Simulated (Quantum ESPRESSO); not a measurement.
# BN: dielectric tensor with PBE

Crystal: BN.

```
N B
1.0
     2.55394    0.00000    0.00000
    -1.27697    2.21178    0.00000
     0.00000    0.00000    4.22685
N B
2 2
Direct
  0.33333 0.66667 0.12528
  0.66667 0.33333 0.62528
  0.33333 0.66667 0.49972
  0.66667 0.33333 0.99972
```

Measurements of this composition are mostly on another form, of space group No. 194.

| Item | Value |
| --- | --- |
| Program | Quantum ESPRESSO 7.5 |
| Task | dielectric tensor |
| Functional | PBE |
| Potentials or basis | GBRV 1.5 PBE |
| Cutoff | 612 eV |
| Density cutoff | 4898 eV |
| k mesh | 12 × 12 × 6, shifted |
| Occupations | fermi-dirac, width 0.05 eV |
| Spin | no spin polarisation |
| Mixing beta | 0.5 |
| Most SCF iterations | 120 |
| SCF threshold | 8e-10 Ry |

```
Pressure                                : -0.1 GPa
Largest force                           : 0.018 eV/Å
Electronic dielectric tensor (diagonal) : 4.56, 4.56, 4.73
Born charges (mean of the diagonal)     : N -1.89; B +1.89 e
```

Forces in eV/Å, atoms in the order of the input:
```
N    0.000  0.000 -0.018
N    0.000  0.000 -0.018
B    0.000  0.000  0.018
B    0.000  0.000  0.018
```

Stress tensor (GPa, compression positive):
```
 0.09  0.00  0.00
 0.00  0.09  0.00
 0.00  0.00 -0.60
```

Levels at points of the mesh, in eV from the valence-band top:
| k point | band 5 | band 6 | band 7 | band 8 | band 9 | band 10 | band 11 | band 12 |
| --- | --- | --- | --- | --- | --- | --- | --- | --- |
| (0.00, 0.00, 0.08) | -2.03 | -0.47 | 0.00 | 0.00 | 8.43 | 8.43 | 8.70 | 9.49 |

Electronic dielectric tensor:
```
4.56 0.00 0.00
0.00 4.56 0.00
0.00 0.00 4.73
```

Born effective charge tensors (e):
atom 1, N
```
-1.86  0.00  0.00
 0.00 -1.86  0.00
 0.00  0.00 -1.95
```
atom 2, N
```
-1.86  0.00  0.00
 0.00 -1.86  0.00
 0.00  0.00 -1.95
```
atom 3, B
```
1.85 0.00 0.00
0.00 1.85 0.00
0.00 0.00 1.95
```
atom 4, B
```
1.85 0.00 0.00
0.00 1.85 0.00
0.00 0.00 1.95
```

Run time: 52 s on 1 thread of Intel(R) Xeon(R) 6975P-C (Granite Rapids), on a shared host, peak memory 0.06 GiB.
